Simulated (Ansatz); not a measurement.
**Cs2SnI6: 119Sn Mössbauer parameters**

Cell: a COD entry (the entry's cell lengths or inner coordinates differ somewhat from later room-temperature determinations), taken as it stands.

Space group Fm-3m (No. 225); a = 11.6300 Å.

| site | Wyckoff | site symmetry | x | y | z |
| --- | --- | --- | --- | --- | --- |
| Cs | 8c | -43m | 0.2500 | 0.2500 | 0.2500 |
| Sn | 4a | m-3m | 0.0000 | 0.0000 | 0.0000 |
| I | 24e | 4m.m | 0.2450 | 0.5000 | 0.5000 |

One atom of each set is listed; the run and its k-mesh use a cell of 9 atoms with edges of 8.22, 8.22, 8.22 Å.

Level of theory: DFT, PBE, plane waves and PAW, scalar-relativistic, 420 eV cutoff, Γ-centred 5×5×5 k-points, Fermi–Dirac smearing 0.02 eV (Ansatz 0.2.0).

Isomer shifts (against SnO₂) follow from the electron density at the nucleus, δ = α(ρ − ρ₀), with α = 0.099 mm s⁻¹ a₀³ and ρ₀ = 183191.44 a₀⁻³ from a line fitted to 8 measured compounds at this level of theory (rms miss 0.12 mm/s). ΔE_Q = ½eQV_zz(1 + η²/3)^½ with Q = -0.132 b for the 23.9 keV state.

Problem. What would the 119Sn spectrum's parameters be?

Solution. 

| site | atoms | first shell | ρ − ρ₀ (a₀⁻³) | δ (mm/s) | ΔE_Q (mm/s) | η |
| --- | --- | --- | --- | --- | --- | --- |
| Sn | 1 | 6 I at 2.85 Å | 13.8 | 1.37 | 0.00 | – |

The shift of Sn is between ionic Sn(IV) and covalent tin.

The largest force is 0.3 eV/Å, so the atoms aren't at the calculated equilibrium and relaxing them would move these values.
